A pressure of 1 GPa, about ten thousand atmospheres, shrinks a crystal with a bulk modulus of 100 GPa by roughly 1 % in volume. Strong covalent crystals reach several hundred GPa. The table gives bulk moduli computed with the BLYP functional and a pairwise dispersion term, beside measured ones. Boron arsenide (BAs) and diamond (C) are still open.

Bulk moduli of crystals computed with ABINIT 10.8.3: Kohn–Sham DFT, BLYP functional with D2 dispersion, no spin polarization or spin–orbit coupling, Fermi–Dirac smearing of 0.05 eV. Each computed modulus comes from a fit to the energies at seven volumes, within 6 % of that of the given cell, and holds at the fitted energy minimum.

| formula | space group | volume of the given cell (Å³/atom) | potentials or basis | wave cutoff (eV) | k-mesh | computed bulk modulus (GPa) | measured bulk modulus (GPa) | what was measured, and how | source | computed over measured, less one (%) |
| --- | --- | --- | --- | --- | --- | --- | --- | --- | --- | --- |
| Al | Fm-3m | 16.60 | JTH PAW PBE v2.0 | 544.2 | 11x11x11 | 42.4 | 76.9 | bulk modulus; literature experiment; bulk crystal | pmc:3831299 (2013) | -44.9 |
| Cu | Fm-3m | 11.81 | JTH PAW PBE v2.0 | 544.2 | 13x13x13 | 125.9 | 139 | from linear fit of volume against pressure, 5 to 33 MPa; synchrotron powder XRD under pressure; powder | pmc:10161880 (2023) | -9.4 |
| BAs | F-43m | 13.63 | JTH PAW PBE v2.0 | 408.2 | 10x10x10 | ? | ? | ? | ? | ? |
| BP | F-43m | 11.68 | JTH PAW PBE v2.0 | 544.2 | 10x10x10 | 158.8 | 174 | B0, Murnaghan EOS fit with V0 fixed at 93.45 A^3; XRD in diamond anvil cell; powder | arXiv:1505.05714 (2015) | -8.7 |
| SiC | F-43m | 10.35 | JTH PAW PBE v2.0 | 544.2 | 10x10x10 | 206.2 | 225 | bulk modulus B; quoted earlier experiment; bulk crystal | pmc:9505936 (2022) | -8.4 |
| Rh | Fm-3m | 13.67 | JTH PAW PBE v2.0 | 435.4 | 12x12x12 | 217.4 | 264 | K0 from ultrasound; ultrasound; bulk crystal | pmc:11535440 (2024) | -17.7 |
| BN | F-43m | 5.96 | JTH PAW PBE v2.0 | 707.5 | 13x13x13 | 373.7 | 395 | isothermal B0, Vinet fit; equation-of-state measurement; bulk crystal | arXiv:1208.3664 (2012) | -5.4 |
| C | Fd-3m | 5.67 | JTH PAW PBE v2.0 | 544.2 | 13x13x13 | ? | ? | ? | ? | ? |

**(a) Which of the known crystals can guide a forecast for BAs and diamond?**

*Solution.* BP, SiC and BN can. Like the two open crystals, they join each atom to four neighbours by directed bonds, and among them the stiffness rises as the volume per atom shrinks. The metals do not follow that order: Rh has more volume per atom than Cu and is still much stiffer. The bonding of such metals also depends on how their d band is filled: that of Rh is partly filled and binds strongly, while that of Cu is full and adds little. Volume alone is therefore a poor guide.

The error of the method doesn't carry over either. The three covalent crystals come out 5 to 9 % softer than measured, but Rh 18 % and Al 45 %. Theory gives a reason to distrust BLYP for metals: its correlation part does not recover the uniform electron gas, the simplest model of a metal. The dispersion term, tuned on molecules, is a second suspect. Cu, at 9 %, is no safe counterexample: its computed energies are uneven along the volume curve, and its wave cutoff is too short for the pressures that could check them. The energies of Rh are uneven as well, but its pressures also give a stiffness well below the measured one.

**(b) Forecast the two computed bulk moduli, with error bars.**

*Solution.* Think of the crystal as a network of springs, one for each bond of length $d$. Such a network has a bulk modulus proportional to the spring constant divided by $d$. The spring constant is taken to follow the average energy gap between bonding and antibonding states, which in purely covalent crystals falls roughly as $d^{-2.5}$. The width of the bond charge is assumed to stay the same. Together this gives

$$B=\frac{c\,(1-0.11\,L)}{d^{3.5}},$$

so a bond 1 % shorter makes the crystal about 3.5 % stiffer. The picture ends where electrons are no longer tied to bonds, as in metals.

Here $L$ is 0 for group-IV crystals, SiC included, and 1 for compounds of groups III and V, where charge drawn towards one atom is taken to weaken the covalent bond. This sorting is crude: the bonds of SiC are polar too, and those of BP and BAs only slightly. The exponent and the 0.11 belong to an empirical rule tuned to measured semiconductors, probably including diamond. Only $c$ is adjusted here: the mean of the values that BP, SiC and BN each require is 1946 GPa Å$^{3.5}$. The run of diamond carries a warning that atomic spheres overlap; the effect on its value is untested.

For diamond, the cubic cell holds eight atoms, so its edge is $(8\times5.67)^{1/3}=3.566$ Å. The bond length is $\sqrt3/4$ of this, 1.544 Å. Then $B=1946/1.544^{3.5}\approx425$ GPa.

For BAs the same steps give 136 GPa. I lower this by 5 %, to 129 GPa, because BLYP tends to make the bonds of heavier main-group atoms too long and too weak. The size of that cut is a judgement.

When each known crystal is left out in turn and predicted from the other two, the worst miss is 7 %. With so few crystals, 8 % is a sensible error bar, though not a statistical one. The forecasts are therefore:

- **Diamond:** 425 GPa, between 391 and 459; the stiffest crystal of the table.
- **BAs:** 129 GPa, between 119 and 140; softer than BP and far softer than Rh, despite nearly the same volume per atom as Rh.
- **Both:** below their measured values.

**(c) Compare the forecasts with the computed values. What do the misses teach?**

The withheld rows as computed:

| formula | space group | volume of the given cell (Å³/atom) | potentials or basis | wave cutoff (eV) | k-mesh | computed bulk modulus (GPa) | measured bulk modulus (GPa) | what was measured, and how | source | computed over measured, less one (%) |
| --- | --- | --- | --- | --- | --- | --- | --- | --- | --- | --- |
| BAs | F-43m | 13.63 | JTH PAW PBE v2.0 | 408.2 | 10x10x10 | 123.2 | 148 | literature experimental value; not stated; bulk crystal | arXiv:1911.11281 (2019) | -16.8 |
| C | Fd-3m | 5.67 | JTH PAW PBE v2.0 | 544.2 | 13x13x13 | 421.5 | 442 | B0 from ultrasound; ultrasonic measurement; bulk crystal | arXiv:cond-mat/0702656 (2007) | -4.6 |

*Solution.* Both values fall inside their ranges, and the forecasts of order hold. Diamond is overestimated by 1 %, closer than the model can promise. Without the group term, the same law would have given 394 GPa, so diamond favours keeping that term. BN speaks against it: the law puts BN 4 % too low with the term, but less than 1 % too low without it.

BAs is overestimated by 5 %. Without the cut for the heavier atom the miss would have been 10 %, outside the error bar. The cut had the right direction but was only about half as large as needed.

The measured values help to locate the fault. In the given cells the bond lengthens from 1.965 Å in BP to 2.069 Å in BAs, and the rule lets the stiffness fall to 0.835 of its value. The measured moduli fall to 0.85, close to the rule, but the computed ones fall to 0.78. The extra softness thus seems to belong to the calculation, though the measured value for BAs is a single one, collected from the literature by a program, and measured values include thermal and zero-point motion, which the runs leave out. The computed volumes show how the softness can arise. Each computed modulus holds at the volume of lowest computed energy. For BAs this lies 2.4 % above the given cell, for BP only 0.6 %. At the given cells themselves, the slopes of the computed pressures give 134 GPa for BAs and 162 GPa for BP, a ratio of 0.83, close to the rule. Pressures computed with a fixed set of waves tend to lie below the slope of the energies, but for these two crystals the energy fits give nearly the same stiffness at the given cells. So BAs comes out extra soft mainly because its bonds come out too long, provided that its given cell is close to the measured one.

BLYP's weakness for heavier atoms is a likely cause of the long bonds, but this one pair cannot separate it from the dispersion term, the atomic datasets, which were made for another functional (PBE), or the lower wave cutoff of BAs.

For practical use, bond length and the group term together give the computed stiffness of these five covalent crystals to about 10 %, even without the cut. Correcting the calculation towards experiment is less simple. Diamond is 5 % too soft and BAs 17 %, so a single correction factor would not serve both. A better first step is to compare the computed volume with the measured one: a crystal whose bonds come out too long will usually come out too soft as well.
